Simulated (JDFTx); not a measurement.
Crystal: Te.

```
CELL_PARAMETERS angstrom
4.45400 0.00000 0.00000
-2.22700 3.85728 0.00000
0.00000 0.00000 5.92400
ATOMIC_POSITIONS crystal
Te 0.73100 0.73100 0.00000
Te 0.00000 0.26900 0.66667
Te 0.26900 0.00000 0.33333
```

| Property | Result |
| --- | --- |
| Program | JDFTx 1.7.0 (patched build) |
| Task | relaxation of cell and atoms |
| Functional | PBEsol |
| Potentials or basis | PseudoDojo-SR-PBEsol-0.4.1-standard with smoothed tails |
| Cutoff | 1088 eV |
| Density cutoff | 8708 eV |
| k mesh | 5 × 5 × 3 |
| Occupations | fermi-dirac, width 0.05 eV |
| Spin | no spin polarisation |

At the start: pressure -0.8 GPa; volume 33.93 Å³/atom.

**Question.** How do energy, volume and symmetry change on relaxing?

**Answer.** Over 11 steps the energy falls by 11.4 meV/atom and the volume is 32.16 Å³/atom (-5.2 %); space group P3_121 (No. 152, to 0.05 Å).

Step by step:
| step | energy change (eV) | largest force (eV/Å) | pressure (GPa) | volume (Å³) |
| --- | --- | --- | --- | --- |
| 1 | 0.0000 | 0.1662 | -0.79 | 101.78 |
| 2 | -0.0077 | 0.1193 | -0.85 | 101.27 |
| 3 | -0.0276 | 0.0906 | 0.14 | 97.75 |
| 4 | -0.0323 | 0.0502 | -0.31 | 97.08 |
| 5 | -0.0329 | 0.0042 | -0.06 | 97.07 |
| 6 | -0.0332 | 0.0031 | -0.04 | 96.96 |
| 7 | -0.0342 | 0.0127 | 0.08 | 96.46 |
| 8 | -0.0342 | 0.0090 | -0.11 | 96.62 |
| 9 | -0.0343 | 0.0008 | -0.05 | 96.57 |
| 10 | -0.0343 | 0.0018 | -0.01 | 96.52 |
| 11 | -0.0343 | 0.0022 | 0.00 | 96.48 |

Final structure:
```yaml
crystal:
  lattice:
    - [4.33248, 0.00000, 0.00000]
    - [-2.16625, 3.75204, 0.00000]
    - [0.00000, 0.00000, 5.93488]
  atoms:
    - { symbol: Te, position: [0.71474, 0.71474, 0.00000] }
    - { symbol: Te, position: [0.00000, 0.28526, 0.66667] }
    - { symbol: Te, position: [0.28526, 0.00000, 0.33333] }
```

Caveat: the k mesh is coarse.
